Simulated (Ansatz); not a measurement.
An input for Ansatz 0.2.0 (AlAs (F-43m)):

```yaml
crystal:
  lattice:
    - [0.0, 2.8304, 2.8304]
    - [2.8304, 0.0, 2.8304]
    - [2.8304, 2.8304, 0.0]
  atoms:
    - { symbol: Al, position: [0.0, 0.0, 0.0] }
    - { symbol: As, position: [0.25, 0.25, 0.25] }
kpoints:
  mp_grid: { grid: [8, 8, 8] }
hamiltonian:
  xc: pbe
  pseudopotentials: { kind: paw, source: ansatz }
scf:
  occupations: { method: fixed }
gw:
  n_empty_bands: 762
  ecut_chi: 380
  qp_bands: [v2, c2]
  qp_kpoints: band_edges
  screening: { model: contour_deformation }
```

```sh
ansatz run input.yaml --threads 3 --pin off --max-ram 92160MiB --backend cuda --events-out ev --progress --plain --runs-dir out --devices 1 --max-vram 13GiB
```

**Question.** Estimate wall time and host memory on 1 × NVIDIA H100 80GB HBM3 (shared by 6 runs) with 3 threads of AMD EPYC 7R13 (Zen 3), shared host.

It took 8.7 min; on shared hardware allow 4.3 min to 17 min. Peak host memory was 5.4 GiB. The sizes that set the cost: 2733 plane waves a state, 29 irreducible k points, 775 bands summed, 749 plane waves in the screening and 7 SCF cycles.

The screening grows as filled bands × empty bands × pairs of k points, times the square of the screening basis for the matrix.

[Paths, hosts, dates, memory and timing lines, banners, echoed tables and standing remarks are left out of the program output.]

[Logs are printed without paths, hosts, clocks, repeated set-up lines and the standing remarks that a program may print on its own settings, such as how far it seeks lower states.]

[Runs of the session that timed out or met a known fault of the program may be left out.]

[Cells called generated may have been cut or substituted from an entry of the Crystallography Open Database or the Materials Project.]

[Hosts, paths, dates, database ids (printed as entryN), source tags and the programs' standing remarks are cut or masked in the printed files.]
